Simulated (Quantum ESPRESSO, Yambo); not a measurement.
# Quasiparticle gap of NaH (Fm-3m) in Yambo, part 2 of 3

Wanted: ground state, empty states, screening and self-energy for NaH (Fm-3m).

Quantum ESPRESSO 7.5 and Yambo 5.3.0; PBE and many-body steps on it, plane waves. Known limits of the many-body steps: not at the basis limit; coarse k mesh.

So far. Step 2 (Ground state): The gap is indirect, with the least direct gap 0.88 eV higher. Step 3 (Bands along the symmetry lines): The gap is 3.829 eV, as in the run before at this level.

## (4) Empty states on the mesh, 4×4×4 mesh, 66 bands

Level of this step: DFT, PBE, plane waves, norm-conserving pseudopotentials (Quantum ESPRESSO).

The sums over transitions need many empty states on a uniform mesh; this step solves for them.

File pw.in:

```
&control
  calculation = 'nscf'
  prefix = 'x'
  outdir = 'o'
  pseudo_dir = 'pseudo'
/
&system
  ibrav = 0
  nat = 2
  ntyp = 2
  ecutwfc = 76.0
  nbnd = 66
  force_symmorphic = .true.
/
&electrons
  conv_thr = 1e-9
  electron_maxstep = 80
  diago_full_acc = .true.
  diago_thr_init = 5e-6
/
ATOMIC_SPECIES
  Na 22.99 Na.upf
  H 1.008 H.upf
CELL_PARAMETERS angstrom
  -0.0000000000 2.3864216652 2.3864216652
  2.3864216652 -0.0000000000 2.3864216652
  2.3864216652 2.3864216652 -0.0000000000
ATOMIC_POSITIONS crystal
  Na 0.0000000000 0.0000000000 0.0000000000
  H 0.5000000000 0.5000000000 0.5000000000
K_POINTS automatic
  4 4 4 0 0 0
```

Command:

```sh
$ OMP_NUM_THREADS=1 mpirun -n 4 pw.x -nk 4 -in pw.in > pw.out
```

The program printed:

```text
[banner, memory and clock lines left out]
Program PWSCF v.7.5 starts

     Atomic positions and unit cell read from directory:
     o/x.save/

     Message from routine setup:
     using ibrav=0 with symmetry is DISCOURAGED, use correct ibrav instead

     G-vector sticks info

     bravais-lattice index     =            0
     lattice parameter (alat)  =       6.3777  a.u.
     unit-cell volume          =     183.4291 (a.u.)^3
     number of atoms/cell      =            2
     number of atomic types    =            2
     number of electrons       =        10.00
     number of Kohn-Sham states=           66
     kinetic-energy cutoff     =      76.0000  Ry
     charge density cutoff     =     304.0000  Ry
     Exchange-correlation= PBE
                           (   1   4   3   4   0   0   0)

     celldm(1)=   6.377655  celldm(2)=   0.000000  celldm(3)=   0.000000
     celldm(4)=   0.000000  celldm(5)=   0.000000  celldm(6)=   0.000000

     crystal axes: (cart. coord. in units of alat)
               a(1) = (  -0.000000   0.707107   0.707107 )
               a(2) = (   0.707107  -0.000000   0.707107 )
               a(3) = (   0.707107   0.707107  -0.000000 )

     reciprocal axes: (cart. coord. in units 2 pi/alat)
               b(1) = ( -0.707107  0.707107  0.707107 )
               b(2) = (  0.707107 -0.707107  0.707107 )
               b(3) = (  0.707107  0.707107 -0.707107 )
     Pseudo is Norm-conserving, Zval =  9.0
     Generated using ONCVPSP code by D. R. Hamann
     Using radial grid of 1992 points,  4 beta functions with:
     Pseudo is Norm-conserving, Zval =  1.0
     Generated using ONCVPSP code by D. R. Hamann
     Using radial grid of 1166 points,  3 beta functions with:
     Na                9.00    22.99000     Na( 1.00)
     H                 1.00     1.00800     H ( 1.00)

     48 Sym. Ops., with inversion, found

   Cartesian axes

     site n.     atom                  positions (alat units)
         1        Na     tau(   1) = (   0.0000000   0.0000000   0.0000000  )
         2        H      tau(   2) = (   0.7071068   0.7071068   0.7071068  )

     number of k points=     8
                       cart. coord. in units 2pi/alat
        k(    1) = (   0.0000000   0.0000000   0.0000000), wk =   0.0312500
        k(    2) = (   0.1767767   0.1767767  -0.1767767), wk =   0.2500000
        k(    3) = (  -0.3535534  -0.3535534   0.3535534), wk =   0.1250000
[...]
k(    7) = (  -0.7071068   0.0000000   0.0000000), wk =   0.0937500
        k(    8) = (  -0.7071068   0.3535534   0.0000000), wk =   0.1875000

     Dense  grid:    16361 G-vectors     FFT dimensions: (  36,  36,  36)

     The potential is recalculated from file :
     o/x.save/charge-density

     Starting wfcs are    6 randomized atomic wfcs +   60 random wfcs

     Band Structure Calculation

     End of band structure calculation

          k = 0.0000 0.0000 0.0000 (  2085 PWs)   bands (ev):

   -49.2464 -21.1369 -21.1369 -21.1369  -2.7792  11.6883  16.8866  16.8866
    16.8866  17.7690  17.7690  17.7690  18.6784  22.2393  22.2393  25.4818
    25.4818  25.4818  34.3388  46.0031  46.0031  46.0031  48.3260  48.3260
[...]
97.9044 101.9083

          k = 0.1768 0.1768-0.1768 (  2048 PWs)   bands (ev):

[...]
94.1679  98.2270

          k =-0.3536-0.3536 0.3536 (  2036 PWs)   bands (ev):

[...]
78.5333  78.5333  79.1103  79.1103  83.5836  83.5836  83.6603  87.4625
    88.5809  88.5809  91.3053  91.8444  91.8444  92.1306  92.1306  92.3893
    93.6892  93.7755

          k = 0.3536 0.0000 0.0000 (  2045 PWs)   bands (ev):

     [... further k-points ...]

     highest occupied, lowest unoccupied level (ev):     0.9383    4.7674

     XML data file, pseudopotentials, collected wavefunctions
```

Wall time 2.3 s (4 MPI ranks of Arm Neoverse V1, shared host); peak memory 0.22 GiB.

This step gave:

```yaml
gap: 3.829 eV
k_of_the_valence_top: 0.25, -0.5, -0.25
k_of_the_conduction_bottom: 0, 0, -0.5
least_direct_gap: 4.708 eV
k_points_computed: 8
lowest_point_of_the_top_converged_band_above_the_valence_top: 90.5750 eV
```

On this mesh the gap is 3.829 eV.

## (5) Conversion and set-up

This step: Yambo 5.3.0; conversion and set-up on PBE, plane waves, norm-conserving pseudopotentials.

The states are converted to the many-body program's format and the q mesh is built.

Command:

```sh
$ (cd o/x.save; p2y > p2y.log; mv SAVE ../..); yambo > setup.log
```

The program printed:

```text
 Yambo, version 5.3.0

 [02] CORE Variables Setup
 =========================

  [02.01] Unit cells
  ==================

  Cell kind             :  FCC
  Atoms in the cell     :  Na  H
  number of Na atoms    :  1
  number of H  atoms    :  1

  List of atomic masses
  Mass of Na    :  22.99000
  Mass of H     :  1.008000

  List of atomic coordinates    : [cc]
  Na1       :  0.000000  0.000000  0.000000  order 1
  H1       :  4.509683  4.509683  4.509683  order 2

  Alat factors          :  4.509683  4.509683  4.509683 [a.u.]
  Direct lattice volume :  183.4291 [a.u.]
  Direct lattice vectors:  A[ 1 ]  A[ 2 ]  A[ 3 ]
   A[ 1 ]: -0.000000  1.000000  1.000000  [iru]
  -0.000000  4.509683  4.509683  [cc]
   A[ 2 ]:  1.000000 -0.000000  1.000000  [iru]
   4.509683 -0.000000  4.509683  [cc]
   A[ 3 ]:  1.000000  1.000000 -0.000000  [iru]
   4.509683  4.509683 -0.000000  [cc]

  Recip. lattice volume :  1.352295 [a.u.]
  Recip. lattice vectors:  B[ 1 ]  B[ 2 ]  B[ 3 ]
   B[ 1 ]: -0.500000  0.500000  0.500000  [iku]
  -0.696633  0.696633  0.696633  [cc]
   B[ 2 ]:  0.500000 -0.500000  0.500000  [iku]
   0.696633 -0.696633  0.696633  [cc]
   B[ 3 ]:  0.500000  0.500000 -0.500000  [iku]
   0.696633  0.696633 -0.696633  [cc]

  [02.02] Symmetries
  ==================

  Inversion symmetry    : yes
  Spatial inversion     : yes
  Inversion index       :  25
  K-space Time-reversal : no
  Magnetic symmetries   : no
  Group table correct   : yes
  Symmetries units      :  [cc]

   [S  1]:   1.0000     -0.19039E-16 -0.19039E-16 -0.19039E-16   1.0000      0.19039E-16  0.19039E-16  0.19039E-16   1.0000
   [S  2]:  -1.0000      0.19039E-16 -0.19039E-16  0.19039E-16  -1.0000      0.19039E-16 -0.19039E-16 -0.19039E-16   1.0000
   [S  3]:  -1.0000     -0.19039E-16  0.19039E-16  0.19039E-16   1.0000     -0.19039E-16 -0.19039E-16  0.19039E-16  -1.0000
[...]
[... 36 further rows ...]
   [S 47]: -0.19039E-16   1.0000      0.19039E-16  0.19039E-16 -0.19039E-16  -1.0000       1.0000      0.19039E-16 -0.19039E-16
   [S 48]: -0.19039E-16  -1.0000     -0.19039E-16  0.19039E-16  0.19039E-16   1.0000       1.0000     -0.19039E-16  0.19039E-16

  [02.03] Reciprocal space
  ========================

  nG shells         :  210
  nG charge         :  16361
  nG WFs            :  2661
  nC WFs            :  2085
  G-vecs. in first 21 shells:  [ Number ]
     1    9   15   27   51   59   65   89  113
    137   169   181   229   259   283   307   331   339
    387   411   459
  ...
  Shell energy in first 21 shells:  [ mHa ]
    0.00000      727.946      970.594      1941.19      2669.13      2911.78      3882.38      4610.32      4852.97
    5823.56      6551.51      7764.75      8492.70      8735.35      9705.94      10433.9      10676.5      11647.1
    12375.1      12617.7      13588.3
  ...

  [02.04] K-grid lattice
  ======================

  Compatible Grid is   : 3D
[...]
IBZ K-points                                      :   8
  BZ  K-points                                      :   64

  K/Q-points units:
  rlu = crystal or reduced units; cc = cartesian coordinates; iku = interal k-units

  K [1]          [rlu]:  0.000000  0.000000  0.000000
         WF components:  2085
  K [2]          [rlu]: -0.23364E-18 -0.23364E-18  0.25000
         WF components:  2048
  K [3]          [rlu]:  0.46728E-18  0.46728E-18 -0.50000
         WF components:  2036
  K [4]          [rlu]: -0.48444E-17  0.25000      0.25000
         WF components:  2045
  K [5]          [rlu]:  0.49535E-17  0.25000     -0.50000
         WF components:  2057
  [... 2 further k-points ...]
  K [8]          [rlu]:  0.250000 -0.500000 -0.250000
         WF components:  2048

  [02.05] Energies & Occupations
  ==============================

  [X] === General ===
  [X] Electronic Temperature                        :  0.000000  0.000000 [eV K]
  [X] Bosonic    Temperature                        :  0.000000  0.000000 [eV K]
  [X] Finite Temperature mode                       : no
  [X] El. density                                   :  0.36790E+24 [cm-3]
  [X] Fermi Level                                   :  0.938339 [eV]

  [X] === Gaps and Widths ===
  [X] Conduction Band Min                           :  3.829098 [eV]
  [X] Valence Band Max                              :  0.000000 [eV]
  [X] Filled Bands                                  :   5
  [X] Empty Bands                                   :    6   66
  [X] Direct Gap                                    :  4.707963 [eV]
  [X] Direct Gap localized at k                     :  3
  [X] Indirect Gap                                  :  3.829098 [eV]
  [X] Indirect Gap between kpts                     :   8   3
  [X] Last valence band width                       :  3.717542 [eV]
  [X] 1st conduction band width                     :  6.920863 [eV]

  E @ K [1]:  [eV]
  -50.18477 -22.07526 -22.07526 -22.07526  -3.71754  10.74996  15.94830  15.94830
   15.94830  16.83067  16.83067  16.83067  17.74009  21.30099  21.30099  24.54345
  occ @ K [1]
   2.000000  2.000000  2.000000  2.000000  2.000000  0.000000  0.000000  0.000000
[...]
E @ K [2]:  [eV]
[...]
occ @ K [2]
[...]
E @ K [3]:  [eV]
[...]
occ @ K [3]
[...]
E @ K [4]:  [eV]
[...]
occ @ K [4]
[...]
E @ K [5]:  [eV]
[...]
occ @ K [5]
[...]
[... 2 further k-points ...]
  E @ K [8]:  [eV]
[...]
occ @ K [8]
   2.000000  2.000000  2.000000  2.000000  2.000000  0.000000  0.000000  0.000000
   0.000000  0.000000  0.000000  0.000000  0.000000  0.000000  0.000000  0.000000

 [03] Transferred momenta grid and indexing
 ==========================================

 IBZ Q-points                                      :   8
 BZ  Q-points                                      :   64

 K/Q-points units:
 rlu = crystal or reduced units; cc = cartesian coordinates; iku = interal k-units

 Q [1]          [rlu]:  0.000000  0.000000  0.000000
 Q [2]          [rlu]: -0.23364E-18 -0.23364E-18  0.25000
 Q [3]          [rlu]:  0.46728E-18  0.46728E-18 -0.50000
[...]
Q [7]          [rlu]:  0.96887E-17 -0.50000     -0.50000
 Q [8]          [rlu]:  0.250000 -0.500000 -0.250000

  [03.01] X indexes
  =================

   [03.01.01] Sigma indexes
   ========================

 [06] Game Over & Game summary
```

The job ended after 1.9 s (1 MPI rank; peak memory 0.24 GiB).

(Continued in part 3 of 3.)

[Paths, hosts, dates, memory and timing lines, banners, echoed tables and standing remarks are left out of the program output.]

[Logs are printed without paths, hosts, clocks, repeated set-up lines and the standing remarks that a program may print on its own settings, such as how far it seeks lower states.]

[Runs of the session that timed out or met a known fault of the program may be left out.]

[Hosts, paths, dates, database ids (printed as entryN), source tags and the programs' standing remarks are cut or masked in the printed files.]
